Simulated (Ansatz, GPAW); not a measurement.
# Zn: programs and potentials compared

```
Zn
1.0
     0.00000    1.96478    1.96478
     1.96478    0.00000    1.96478
     1.96478    1.96478    0.00000
Zn
1
Direct
  0.00000 0.00000 0.00000
```

This isn't the form of Zn at room conditions, which is hcp.

Alike in all runs: task single point; functional LDA; k mesh 12 × 12 × 12; occupations methfessel-paxton, width 0.1 eV; no spin polarisation; no spin-orbit coupling. LDA stands for any of its common fits. Pressure is positive in compression and, in plane waves, holds the error of the finite cutoff, which Ansatz's Pulay term estimates and takes out.

| program and potentials | plane-wave cutoff (eV) | notes | band gap (eV) | pressure (GPa) |
| --- | --- | --- | --- | --- |
| Ansatz, Ansatz PAW | 420 | potentials made for PBE, which Ansatz adapts in part; Pulay term of +0.07 GPa included | no gap | -8.56 |
| Ansatz, all-electron LAPW, scalar-relativistic | - | - | no gap | -8.56 |
| GPAW, the program's PAW data sets (release 1.2.1) made for this functional | 600 | - | no gap | -8.92 |

None finds a gap. The pressure spans -8.92 (GPAW, the program's PAW data sets (release 1.2.1) made for this functional) to -8.56 GPa (Ansatz, all-electron LAPW, scalar-relativistic), with all-electron results at -8.56.

The functional is the same throughout but for its coding, so the spread measures potentials, basis and numerics; runs on potential files found faulty are left out.

All three runs put the fcc cell under tension, so at this volume LDA would pull the lattice inwards. This is the usual LDA overbinding: the local functional favours the more uniform density of a compressed metal and makes the bonds too short. The negative pressure therefore probably reflects the functional more than any real tendency of zinc to contract.

The PAW and all-electron LAPW pressures from Ansatz coincide at the printed precision, while GPAW gives a somewhat stronger tension, perhaps from its different data set or a remaining basis error. The difference is small beside the pressure itself and leaves its sign untouched.

The absence of a gap is expected. Zinc has a filled 4s shell as an atom, but in the solid the 4s and 4p bands broaden and overlap, leaving both partly occupied. The full 3d shell lies well below the Fermi level and adds little to conduction. A single volume of one structure gives neither the equilibrium lattice constant nor the energy of fcc relative to hcp.
